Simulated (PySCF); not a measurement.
All of these have the formula C4H8. Computed, not measured: TDDFT CAM-B3LYP/aug-cc-pVTZ, vertical, gas phase, core orbitals frozen in the response (PySCF 2.14.0, density-fitted response routines). Geometries: PBE0-D3(BJ)/def2-TZVP; one conformer of each isolated species. Triplets are in the Tamm–Dancoff approximation.

A. `C/C=C\C`
B. `C=C(C)C`
C. `C=CCC`
D. `CC1CC1`

Lowest singlet levels (six at most, fewer where fewer were computed) with oscillator strengths:

1. 6.60 eV (f 0.042); 7.02 eV (f 0.017); 7.09 eV (f 0.249); 7.30 eV (f 0.061); 7.46 eV (f 0.066); 7.99 eV (f 0.004); T1 4.44 eV
2. 7.15 eV (f 0.008); 7.42 eV (f 0.005); 7.54 eV (f 0.010); 7.73 eV (f 0.005); 7.74 eV (f 0.000); 7.77 eV (f 0.007); T1 7.06 eV
3. 6.18 eV (f 0.005); 6.68 eV (f 0.245); 6.91 eV (f 0.025); 6.94 eV (f 0.000); 7.49 eV (f 0.000); 7.61 eV (f 0.003); T1 4.37 eV
4. 6.01 eV (f 0.005); 6.58 eV (f 0.011); 6.77 eV (f 0.000); 6.92 eV (f 0.014); 7.28 eV (f 0.477); 7.44 eV (f 0.005); T1 4.42 eV

**Question.** Which spectrum belongs to which structure?

**Answer.** 1 = C, 2 = D, 3 = B, 4 = A.
- A: S1 at 6.01 eV, HOMO→LUMO (84%); Löwdin shares by element: HOMO carbon 82% (atoms not listed hold the other 18%); LUMO hydrogen 53% or more (atoms not listed hold the other 47%); HOMO -8.23 and LUMO 0.28 eV.
- B: S1 at 6.18 eV, HOMO→LUMO (85%); Löwdin shares by element: HOMO carbon 82% (atoms not listed hold the other 18%); LUMO hydrogen 56% or more (atoms not listed hold the other 44%); HOMO -8.38 and LUMO 0.26 eV; point group C2v, 2 of its 6 listed states under f = 0.0005.
- C: S1 at 6.60 eV, HOMO→LUMO (68%), HOMO→LUMO+1 (20%); Löwdin shares by element: HOMO carbon 78% or more, hydrogen 5% or more (atoms not listed hold the other 17%); LUMO hydrogen 57% or more (atoms not listed hold the other 43%); HOMO -8.73 and LUMO 0.32 eV.
- D: S1 at 7.15 eV, HOMO→LUMO (84%); Löwdin shares by element: HOMO carbon 78% (atoms not listed hold the other 22%); LUMO hydrogen 54% or more (atoms not listed hold the other 46%); HOMO -9.29 and LUMO 0.35 eV; point group Cs, 1 of its 6 listed states under f = 0.0005.
